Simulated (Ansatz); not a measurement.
# Electron scattering at the Σ5 (210) boundary in fcc Rh with Ti (substitutional)

Aim: the relaxed structure and the specific resistance of the Σ5 (210) boundary in fcc Rh with Ti (substitutional).

Main program and level: Ansatz 0.2.0; Ansatz plane-wave DFT, PBE, PAW files; relaxation of a bicrystal slab with its lowest layers held; PAW set soft_1, in the first sound run; inputs show where later runs differ.

### Step 1. Starting point

The cell holds 21 atoms: 20 Rh and 1 Ti. Cell: a = 4.658 Å, b = 3.803 Å, c = 28.858 Å, α = 90.0°, β = 90.0°, γ = 65.9°. It derives from Rh. built on the (2 1 0) plane; 2 overlapping atoms removed and the grains opened by 0 Å. Vacuum lies along c.

### Step 2. Relaxing the bicrystal

The boundary is built by mirroring the lower grain in the boundary plane and removing any atoms that overlap; then the Ti is put in at the boundary. A thin bicrystal slab is relaxed first, with the lowest layers held and the upper grain free to shift and open.

input.yaml reads:

```yaml
crystal:
  lattice:
    - [4.6578272204, 0.0, 0.0]
    - [1.5526090735, 3.4717394307, 0.0]
    - [0.0, 0.0, 28.8583792625]
  atoms:
    - { symbol: Rh, position: [0.6, 0.7, 0.1732599033] }
    - { symbol: Rh, position: [0.2, 0.4, 0.2027279134] }
    - { symbol: Rh, position: [0.8, 0.1, 0.2321959235] }
    - { symbol: Rh, position: [0.4, 0.8, 0.2616639337] }
    - { symbol: Rh, position: [1.0, 0.5, 0.2911319438] }
    - { symbol: Rh, position: [0.6, 0.2, 0.3205999539] }
    - { symbol: Rh, position: [0.2, 0.9, 0.3500679641] }
    - { symbol: Rh, position: [0.8, 0.6, 0.3795359742] }
    - { symbol: Rh, position: [0.4, 0.3, 0.4090039843] }
    - { symbol: Ti, position: [0.0, 0.0, 0.4384719945] }
    - { symbol: Rh, position: [0.8, 0.6, 0.4974080147] }
    - { symbol: Rh, position: [0.2, 0.9, 0.5268760249] }
    - { symbol: Rh, position: [0.6, 0.2, 0.556344035] }
    - { symbol: Rh, position: [1.0, 0.5, 0.5858120451] }
    - { symbol: Rh, position: [0.4, 0.8, 0.6152800553] }
    - { symbol: Rh, position: [0.8, 0.1, 0.6447480654] }
    - { symbol: Rh, position: [0.2, 0.4, 0.6742160755] }
    - { symbol: Rh, position: [0.6, 0.7, 0.7036840857] }
    - { symbol: Rh, position: [1.0, 1.0, 0.7331520958] }
    - { symbol: Rh, position: [0.4, 0.3, 0.7626201059] }
    - { symbol: Rh, position: [0.8, 0.6, 0.7920881161] }
kpoints:
  mp_grid: { grid: [7, 7, 1] }
hamiltonian:
  xc: pbe
  pseudopotentials: { kind: paw, azcp: { folder: soft_1 } }
scf:
  occupations: { method: fermi_dirac, width: 0.1 }
relax:
  f_tol: 0.03
  max_steps: 80
  constraints: [{ sites: [0, 1, 2, 3] }]
```

On the command line:

```
$ ansatz run input.yaml --threads 4 --pin off --max-ram 15360MiB --backend cpu --events-out ev --progress --plain --runs-dir out
```

Numbers of over 12 decimals in the logs are rounded to 6 here.

Output:

```text
Engine: ansatz 0.2.0, x86_64-unknown-linux-gnu
Pseudopotentials: kind: paw
Pseudopotential: Rh, paw, valence charge 17, recommended cutoff 420 eV (normal), soft_1/Rh.paw.azcp
Pseudopotential: Ti, paw, valence charge 12, recommended cutoff 420 eV (normal), soft_1/Ti.paw.azcp
Functional definition: PBE
  parameter kappa = 0.804
  parameter beta = 0.066725
  exchange = pbe_x(kappa = kappa, mu = beta*pi^2/3)
  correlation = pbe_c(beta = beta)
Crystal: 21 atoms, lattice volume = 466.662 Å³
Basis set: ecut = 420 eV, 9105 PW (Γ), exchange–correlation on 64×54×400 points (8 copies of the dense FFT grid, shifted against one another)
Bands: 212, of which v1, the nominal top of the filled ones, is band 176 counted from 1 (175 counted from 0)
Symmetry: 2 space group operations
Space group: Cm (ITA 8), of the structure as read, at distance tolerance 7.8e-5 Å
k-points: 16 of 49 (time reversal used)
Non-local potential: Rh, projectors of the file, l = 0: 3, l = 1: 2, l = 2: 2, l = 3: 1
Non-local potential: Ti, projectors of the file, l = 0: 3, l = 1: 2, l = 2: 3, l = 3: 1
PAW form: soft (Blöchl's): semilocal exchange-correlation on the pseudo side does not see the compensation charge
PAW one-centre angular grid: Rh, 590 points (default); XC on 64 Gauss nodes
PAW one-centre angular grid: Ti, 590 points (default); XC on 64 Gauss nodes
Initial density: superposition of atomic densities (neutral atoms: chi_scale 0, normalization atom)
Initial wavefunctions: pseudopotential atomic-orbital guess
Functional: x = pbe(κ = 0.804, μ = 0.219515), c = pbe(β = 0.066725)
SCF iter   1: F=—  HF=-130564.193964 eV  |F-HF|=—  |Δ(HF+E_count)|=         —  Δρ=9.24e-2  dr2=2.16e2  ethr=3.10e-3  ⟨swp⟩=5.9  Hψ=11647  notcnv=0  defer=26
preconditioner: auto → LDOS  [metal: Δε(μ)=0.006 eV  Ē_g=5.268 eV  σ=0.100 eV  W_gap=0.02  n_scr=128 (ndim 8)  ℏωp=23.3 eV  f_vac=0.309  D(μ)=29.67/eV (n_scr^D=316)  β→1.0]
SCF iter   2: F=—  HF=-130567.661062 eV  |F-HF|=—  |Δ(HF+E_count)|=    3.47e0  Δρ=1.03e-1  dr2=4.87e1  ethr=3.10e-3  ⟨swp⟩=3.0  Hψ=9148  notcnv=0  defer=82
SCF iter   3: F=—  HF=-130553.809557 eV  |F-HF|=—  |Δ(HF+E_count)|=    1.39e1  Δρ=1.80e-2  dr2=2.05e0  ethr=3.10e-3  ⟨swp⟩=2.0  Hψ=7183  notcnv=0  defer=113
SCF iter   4: F=—  HF=-130553.502756 eV  |F-HF|=—  |Δ(HF+E_count)|=   3.07e-1  Δρ=4.96e-3  dr2=3.85e-1  ethr=5.84e-4  ⟨swp⟩=2.1  Hψ=5610  notcnv=0  defer=104
SCF iter   5: F=—  HF=-130553.486845 eV  |F-HF|=—  |Δ(HF+E_count)|=   1.59e-2  Δρ=1.18e-3  dr2=1.85e-2  ethr=1.09e-4  ⟨swp⟩=2.3  Hψ=4955  notcnv=0  defer=104
SCF iter   6: F=—  HF=-130553.487084 eV  |F-HF|=—  |Δ(HF+E_count)|=   2.39e-4  Δρ=4.25e-4  dr2=1.48e-3  ethr=5.26e-6  ⟨swp⟩=2.0  Hψ=4823  notcnv=0  defer=104
SCF iter   7: F=—  HF=-130553.486911 eV  |F-HF|=—  |Δ(HF+E_count)|=   1.73e-4  Δρ=1.48e-4  dr2=2.41e-4  ethr=4.20e-7  ⟨swp⟩=2.1  Hψ=5843  notcnv=0  defer=104
SCF iter   8: F=—  HF=-130553.486908 eV  |F-HF|=—  |Δ(HF+E_count)|=   3.18e-6  Δρ=6.95e-5  dr2=5.29e-5  ethr=6.83e-8  ⟨swp⟩=2.1  Hψ=4936  notcnv=0  defer=104
SCF iter   9: F=-130553.486899 eV  HF=-130553.486915 eV  |F-HF|=1.55e-5  |Δ(HF+E_count)|=   7.31e-6  Δρ=4.25e-5  dr2=1.98e-5  ethr=6.39e-9  ⟨swp⟩=4.3  Hψ=10740  notcnv=0
SCF 1 converged in 9 iterations: F = -130553.486899 eV  dr2 = 1.98e-5
  greatest PAW one-centre occupation: 1.000 electrons in one spin orbital (limit 2), on the Rh atom at site 13 (counted from 0), in its partial waves of l = 0
relax step   1: F+E_penalty+E_count = -130553.48689930 eV  Δ(F+E_penalty+E_count) = +0.000e0 eV  max|allowed force component| = 1.233e0 eV/Å  Δτ_max = 0.0000 Å  (9 SCF iters, dr2 threshold 2.25e-5 eV, accepted)
Initial density: handed on by an earlier stage of this run
Initial wavefunctions: those handed on with the density
iter 1 solved again at ethr=3.02e-3 eV; its pass at ethr=3.10e-3 eV (dr2=1.06e1 eV) is discarded
SCF iter   1: F=—  HF=-130554.181133 eV  |F-HF|=—  |Δ(HF+E_count)|=         —  Δρ=1.73e-2  dr2=1.08e1  ethr=3.02e-3  ⟨swp⟩=1.0  Hψ=12209  notcnv=0  defer=83
preconditioner: auto → LDOS  [metal: Δε(μ)=0.007 eV  Ē_g=5.086 eV  σ=0.100 eV  W_gap=0.02  n_scr=128 (ndim 8)  ℏωp=23.3 eV  f_vac=0.313  D(μ)=32.59/eV (n_scr^D=354)  β→1.0]
SCF iter   2: F=—  HF=-130554.010035 eV  |F-HF|=—  |Δ(HF+E_count)|=   1.71e-1  Δρ=6.87e-3  dr2=3.40e-1  ethr=3.02e-3  ⟨swp⟩=2.0  Hψ=3542  notcnv=0  defer=83
SCF iter   3: F=—  HF=-130553.982808 eV  |F-HF|=—  |Δ(HF+E_count)|=   2.72e-2  Δρ=2.75e-3  dr2=7.73e-2  ethr=9.65e-5  ⟨swp⟩=2.0  Hψ=5243  notcnv=0  defer=89
SCF iter   4: F=—  HF=-130553.973800 eV  |F-HF|=—  |Δ(HF+E_count)|=   9.01e-3  Δρ=6.43e-4  dr2=3.67e-3  ethr=2.20e-5  ⟨swp⟩=2.0  Hψ=4903  notcnv=0  defer=89
SCF iter   5: F=—  HF=-130553.973447 eV  |F-HF|=—  |Δ(HF+E_count)|=   3.52e-4  Δρ=2.53e-4  dr2=7.89e-4  ethr=1.04e-6  ⟨swp⟩=2.9  Hψ=6045  notcnv=0  defer=89
SCF iter   6: F=—  HF=-130553.973422 eV  |F-HF|=—  |Δ(HF+E_count)|=   2.52e-5  Δρ=1.24e-4  dr2=1.75e-4  ethr=2.24e-7  ⟨swp⟩=1.3  Hψ=3643  notcnv=0  defer=89
SCF iter   7: F=-130553.973421 eV  HF=-130553.973430 eV  |F-HF|=8.83e-6  |Δ(HF+E_count)|=   7.81e-6  Δρ=3.65e-5  dr2=1.17e-5  ethr=2.70e-8  ⟨swp⟩=3.0  Hψ=11922  notcnv=0
SCF 2 converged in 7 iterations: F = -130553.973421 eV  dr2 = 1.17e-5
  greatest PAW one-centre occupation: 1.000 electrons in one spin orbital (limit 2), on the Rh atom at site 17 (counted from 0), in its partial waves of l = 0
relax step   2: F+E_penalty+E_count = -130553.97342088 eV  Δ(F+E_penalty+E_count) = -4.865e-1 eV  max|allowed force component| = 7.309e-1 eV/Å  Δτ_max = 0.1958 Å  (7 SCF iters, dr2 threshold 9.50e-5 eV, accepted)
iter 1 solved again at ethr=1.37e-3 eV; its pass at ethr=3.10e-3 eV (dr2=4.82e0 eV) is discarded
SCF iter   1: F=—  HF=-130554.261920 eV  |F-HF|=—  |Δ(HF+E_count)|=         —  Δρ=1.20e-2  dr2=4.94e0  ethr=1.37e-3  ⟨swp⟩=1.0  Hψ=11712  notcnv=0  defer=92
preconditioner: auto → LDOS  [metal: Δε(μ)=0.006 eV  Ē_g=5.114 eV  σ=0.100 eV  W_gap=0.02  n_scr=128 (ndim 8)  ℏωp=23.3 eV  f_vac=0.314  D(μ)=33.14/eV (n_scr^D=358)  β→1.0]
SCF iter   2: F=—  HF=-130554.200862 eV  |F-HF|=—  |Δ(HF+E_count)|=   6.11e-2  Δρ=5.04e-3  dr2=1.94e-1  ethr=1.37e-3  ⟨swp⟩=2.0  Hψ=3549  notcnv=0  defer=92
SCF iter   3: F=—  HF=-130554.182247 eV  |F-HF|=—  |Δ(HF+E_count)|=   1.86e-2  Δρ=3.32e-3  dr2=9.31e-2  ethr=5.53e-5  ⟨swp⟩=2.3  Hψ=6430  notcnv=0  defer=92
SCF iter   4: F=—  HF=-130554.169003 eV  |F-HF|=—  |Δ(HF+E_count)|=   1.32e-2  Δρ=5.35e-4  dr2=2.39e-3  ethr=2.64e-5  ⟨swp⟩=2.1  Hψ=5017  notcnv=0  defer=92
SCF iter   5: F=—  HF=-130554.167869 eV  |F-HF|=—  |Δ(HF+E_count)|=   1.13e-3  Δρ=1.61e-4  dr2=3.82e-4  ethr=6.78e-7  ⟨swp⟩=2.9  Hψ=5941  notcnv=0  defer=95
SCF iter   6: F=—  HF=-130554.167885 eV  |F-HF|=—  |Δ(HF+E_count)|=   1.68e-5  Δρ=7.15e-5  dr2=6.70e-5  ethr=1.09e-7  ⟨swp⟩=1.3  Hψ=3402  notcnv=0  defer=95
SCF iter   7: F=-130554.167888 eV  HF=-130554.167890 eV  |F-HF|=1.98e-6  |Δ(HF+E_count)|=   4.30e-6  Δρ=1.86e-5  dr2=2.60e-6  ethr=9.49e-9  ⟨swp⟩=4.0  Hψ=10126  notcnv=0
SCF 3 converged in 7 iterations: F = -130554.167888 eV  dr2 = 2.60e-6
relax step   3: F+E_penalty+E_count = -130554.16788772 eV  Δ(F+E_penalty+E_count) = -1.945e-1 eV  max|allowed force component| = 3.404e-1 eV/Å  Δτ_max = 0.1943 Å  (7 SCF iters, dr2 threshold 3.34e-5 eV, accepted)
[... from here on, the SCF cycles and remarks between the steps are left out ...]
relax step   4: F+E_penalty+E_count = -130554.28727389 eV  Δ(F+E_penalty+E_count) = -1.194e-1 eV  max|allowed force component| = 1.635e-1 eV/Å  Δτ_max = 0.1946 Å  (7 SCF iters, dr2 threshold 2.51e-5 eV, accepted)
relax step   5: F+E_penalty+E_count = -130554.39217511 eV  Δ(F+E_penalty+E_count) = -1.049e-1 eV  max|allowed force component| = 2.336e-1 eV/Å  Δτ_max = 0.1936 Å  (8 SCF iters, dr2 threshold 5.80e-6 eV, accepted)
relax step   6: F+E_penalty+E_count = -130554.47901294 eV  Δ(F+E_penalty+E_count) = -8.684e-2 eV  max|allowed force component| = 1.301e-1 eV/Å  Δτ_max = 0.1948 Å  (7 SCF iters, dr2 threshold 1.26e-5 eV, accepted)
relax step   7: F+E_penalty+E_count = -130554.54367509 eV  Δ(F+E_penalty+E_count) = -6.466e-2 eV  max|allowed force component| = 1.659e-1 eV/Å  Δτ_max = 0.1909 Å  (7 SCF iters, dr2 threshold 5.25e-6 eV, accepted)
relax step   8: F+E_penalty+E_count = -130554.58392413 eV  Δ(F+E_penalty+E_count) = -4.025e-2 eV  max|allowed force component| = 2.219e-1 eV/Å  Δτ_max = 0.1960 Å  (7 SCF iters, dr2 threshold 8.54e-6 eV, accepted)
relax step   9: F+E_penalty+E_count = -130554.60857289 eV  Δ(F+E_penalty+E_count) = -2.465e-2 eV  max|allowed force component| = 2.283e-1 eV/Å  Δτ_max = 0.1946 Å  (6 SCF iters, dr2 threshold 4.92e-5 eV, accepted)
relax step  10: F+E_penalty+E_count = -130554.61779272 eV  Δ(F+E_penalty+E_count) = -9.220e-3 eV  max|allowed force component| = 7.439e-2 eV/Å  Δτ_max = 0.1244 Å  (6 SCF iters, dr2 threshold 5.21e-5 eV, accepted)
relax step  11: F+E_penalty+E_count = -130554.61922754 eV  Δ(F+E_penalty+E_count) = -1.435e-3 eV  max|allowed force component| = 3.034e-2 eV/Å  Δτ_max = 0.0239 Å  (7 SCF iters, accepted)
SCF iter   1: F=—  HF=-130554.620246 eV  |F-HF|=—  |Δ(HF+E_count)|=         —  Δρ=3.76e-4  dr2=1.21e-3  ethr=9.17e-7  ⟨swp⟩=2.1  Hψ=6022  notcnv=0  defer=107
preconditioner: auto → LDOS  [metal: Δε(μ)=0.018 eV  Ē_g=5.213 eV  σ=0.100 eV  W_gap=0.05  n_scr=128 (ndim 8)  ℏωp=23.3 eV  f_vac=0.324  D(μ)=31.96/eV (n_scr^D=338)  β→1.0]
SCF iter   2: F=—  HF=-130554.620207 eV  |F-HF|=—  |Δ(HF+E_count)|=   3.87e-5  Δρ=1.64e-4  dr2=2.31e-4  ethr=3.43e-7  ⟨swp⟩=2.0  Hψ=5196  notcnv=0  defer=107
SCF iter   3: F=—  HF=-130554.620169 eV  |F-HF|=—  |Δ(HF+E_count)|=   3.75e-5  Δρ=8.36e-5  dr2=5.06e-5  ethr=6.57e-8  ⟨swp⟩=3.2  Hψ=6995  notcnv=0  defer=107
SCF iter   4: F=—  HF=-130554.619429 eV  |F-HF|=—  |Δ(HF+E_count)|=   7.40e-4  Δρ=2.72e-5  dr2=2.79e-6  ethr=1.44e-8  ⟨swp⟩=2.8  Hψ=5475  notcnv=0  defer=107
SCF iter   5: F=—  HF=-130554.619428 eV  |F-HF|=—  |Δ(HF+E_count)|=   9.46e-7  Δρ=6.18e-6  dr2=2.26e-7  ethr=7.92e-10  ⟨swp⟩=2.0  Hψ=5421  notcnv=0  defer=107
SCF iter   6: F=-130554.619428 eV  HF=-130554.619428 eV  |F-HF|=2.70e-8  |Δ(HF+E_count)|=   6.47e-8  Δρ=2.20e-6  dr2=3.28e-8  ethr=2.84e-11  ⟨swp⟩=5.0  Hψ=11905  notcnv=0
SCF 12 converged in 6 iterations: F = -130554.619428 eV  dr2 = 3.28e-8
relax step  12: F+E_penalty+E_count = -130554.61942796 eV  Δ(F+E_penalty+E_count) = -2.004e-4 eV  max|allowed force component| = 4.865e-3 eV/Å  Δτ_max = 0.0059 Å  (6 SCF iters, accepted)
SCF converged after 6 iterations
Free energy (F): -130554.619428 eV
Harris-Foulkes:  -130554.619428 eV  (|F-HF|=2.70e-8)
Internal energy: -130553.565447 eV  (E = F + TS)
E sigma→0 (E₀):  -130554.092437 eV
Entropy (-TS):   -1.053981 eV (-50.190 meV/atom)
Fermi energy:    11.932751 eV
--- Per-component energies (eV) ---
  E_band       = -5345.312331
  E_kinetic    = 11016.529766
  E_local      = -446903.930524  (includes V_loc(G=0)·N_el)
  E_nonlocal   = 6036.837016
  E_hartree    = 217830.157959
  E_xc         = -4142.407445
  E_vxc        = -5196.597981  (∫ρ·V_xc dr)
  E_paw        = -73112.679917  (= ΣΔE_a)
  E_vpaw       = -5958.480869  (= ΣTr[D̂ρ^β])
  E_aug_tail   = 0.001535  (compensation charges beyond the density's cutoff)
  E_ewald      = 158721.926163
  E_smearing   = -1.053981  (= −TS)
  E_closure    = 0.000000  (closes the sum)
  Σ components = -130554.619428   (vs F -130554.619428, Δ=0.00e0)
--- Forces (eV/Å), atoms counted from 1 ---
  atom   1  Rh    -0.05261595     0.02353057     0.94957301
  atom   2  Rh    -0.00015113     0.00006759    -0.01284789
  atom   3  Rh     0.09130875    -0.04083452    -0.63821595
  atom   4  Rh    -0.03950308     0.01766632    -0.29995511
  atom   5  Rh     0.00046208    -0.00020665     0.00152737
  atom   6  Rh     0.00066433    -0.00029710     0.00027965
  atom   7  Rh    -0.00072727     0.00032524    -0.00000260
  atom   8  Rh    -0.00093262     0.00041708     0.00038095
  atom   9  Rh     0.00168038    -0.00075149     0.00008517
  atom  10  Ti     0.00131302    -0.00058720    -0.00486490
  atom  11  Rh     0.00025469    -0.00011390     0.00065632
  atom  12  Rh    -0.00358389     0.00160276     0.00036172
  atom  13  Rh     0.00265734    -0.00118840     0.00250881
  atom  14  Rh    -0.00056762     0.00025385     0.00196247
  atom  15  Rh     0.00011175    -0.00004998    -0.00107811
  atom  16  Rh    -0.00003063     0.00001370     0.00038532
  atom  17  Rh    -0.00071876     0.00032144    -0.00090914
  atom  18  Rh    -0.00000366     0.00000163     0.00097265
  atom  19  Rh    -0.00017743     0.00007935     0.00056488
  atom  20  Rh     0.00066288    -0.00029645     0.00001753
  atom  21  Rh    -0.00002390     0.00001069    -0.00136756
  max |Σ_I F_I| component: 7.93e-5 eV/Å
--- Relaxed structure (12 steps of the walk, 12 accepted, 0 SCFs on fresh bases) ---
  F+E_penalty+E_count = -130554.61942796 eV   max|allowed force component| = 4.865e-3 eV/Å
  atoms:
    - { symbol: Rh, position: [0.600000, 0.7, 0.1732599033] }
    - { symbol: Rh, position: [0.2, 0.4, 0.202728] }
    - { symbol: Rh, position: [0.8, 0.1, 0.232196] }
    - { symbol: Rh, position: [0.4, 0.8, 0.261664] }
    - { symbol: Rh, position: [0.995560, 0.502220, 0.291733] }
    - { symbol: Rh, position: [0.595631, 0.202185, 0.320594] }
    - { symbol: Rh, position: [0.203572, 0.898214, 0.351084] }
    - { symbol: Rh, position: [0.805447, 0.597277, 0.383356] }
    - { symbol: Rh, position: [0.408627, 0.295687, 0.410662] }
    - { symbol: Ti, position: [0.00935982, -0.00467991, 0.436598] }
    - { symbol: Rh, position: [0.572018, 0.713991, 0.477158] }
    - { symbol: Rh, position: [-0.045690, 1.022845, 0.517022] }
    - { symbol: Rh, position: [0.362482, 0.318759, 0.540044] }
    - { symbol: Rh, position: [0.757845, 0.621077, 0.571851] }
    - { symbol: Rh, position: [0.165169, 0.917415, 0.603336] }
    - { symbol: Rh, position: [0.558459, 0.220771, 0.631321] }
    - { symbol: Rh, position: [-0.044846, 0.522423, 0.661345] }
    - { symbol: Rh, position: [0.356928, 0.821536, 0.691575] }
    - { symbol: Rh, position: [0.760770, 1.119615, 0.722137] }
    - { symbol: Rh, position: [0.156383, 0.421808, 0.749799] }
    - { symbol: Rh, position: [0.554474, 0.722763, 0.776675] }
```

Wall time 4 min (4 threads of Intel Xeon 6975P-C (Granite Rapids), shared host); peak memory 2.7 GiB.

Relaxation path:

```tsv
step	energy less that of the first step (eV)	largest force component (eV/Å)
1	0.0000	1.2327
2	-0.4865	0.7309
3	-0.6810	0.3404
4	-0.8004	0.1635
5	-0.9053	0.2336
6	-0.9921	0.1301
7	-1.0568	0.1659
8	-1.0970	0.2219
9	-1.1217	0.2283
10	-1.1309	0.0744
11	-1.1323	0.0303
12	-1.1325	0.0049
```

The run keeps the 2 symmetry operations that it works with, so distortions that break them were not tested.

The atoms that moved most (Å):

```tsv
atom	dx	dy	dz	length
Rh21	-0.953	0.426	-0.445	1.135
Rh11	-0.885	0.396	-0.584	1.132
Rh13	-0.922	0.412	-0.470	1.114
Rh14	-0.940	0.420	-0.403	1.106
Rh17	-0.950	0.425	-0.371	1.105
Rh20	-0.946	0.423	-0.370	1.100
Rh16	-0.938	0.419	-0.387	1.098
Rh18	-0.943	0.422	-0.349	1.091
```

Numbers from this step:

- free energy: -130554.6194 eV
- energy at zero smearing: -130554.0924 eV
- Fermi energy: 11.93 eV

The largest force component on a free atom ends at 0.0049 eV/Å, under the tolerance of 0.03, after 12 steps.

(Continued in part 2 of 2.)

[Logs are printed without paths, hosts, clocks, repeated set-up lines and the standing remarks that a program may print on its own settings, such as how far it seeks lower states.]

[Hosts, paths, dates, database ids (printed as entryN), source tags and the programs' standing remarks are cut or masked in the printed files.]
